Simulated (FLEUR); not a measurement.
# C: equation of state with LDA (Moruzzi-Janak-Williams)

**The experiment to reproduce.**

“Equation of state of cubic boron nitride at high pressures and temperatures”, 2007, arxiv:cond-mat/0702656 quotes, for a bulk crystal of C: bulk modulus 442 ± 5 GPa.

Crystal: C.

```
C
1.0
     0.00000    1.78337    1.78337
     1.78337    0.00000    1.78337
     1.78337    1.78337    0.00000
C
2
Direct
  0.75000 0.75000 0.75000
  0.50000 0.50000 0.50000
```

This isn't the form of C at room conditions, which is graphite.

| Item | Value |
| --- | --- |
| Program | FLEUR MaX-R8.1 (later development tree) |
| Task | equation of state |
| Functional | LDA (Moruzzi-Janak-Williams) |
| Potentials or basis | all-electron |
| Basis | FLAPW |
| Kmax | 5.34 1/bohr |
| k mesh | 13 × 13 × 13 |
| Occupations | fermi-dirac, width 0.05 eV |
| Spin | no spin polarisation |

- Equilibrium volume: 5.53 Å³/atom
- Bulk modulus: 465 GPa
- Pressure derivative of the bulk modulus: 3.6 (rough: it moves with the points fitted)

Energy against volume, from the lowest point:
```csv
volume (Å³/atom),energy (meV/atom)
5.332,8.70
5.445,0.00
5.672,3.70
5.899,31.36
6.012,52.92
```

A measured bulk modulus of C is 442 GPa (quoted in “Equation of state of cubic boron nitride at high pressures and temperatures”, 2007, arxiv:cond-mat/0702656); the calculated 465 GPa misses it by +5.2 %. 3 values of this kind are on record (442 to 444.8 GPa); this one was drawn at random among those near their median, those with a stated uncertainty first. The fit is for a static lattice scaled at fixed shape and fixed fractional positions. The cell as given is a measured one (5.67 Å³/atom); LDA (Moruzzi-Janak-Williams) puts the equilibrium volume -2.6 % from it, thermal expansion not counted.
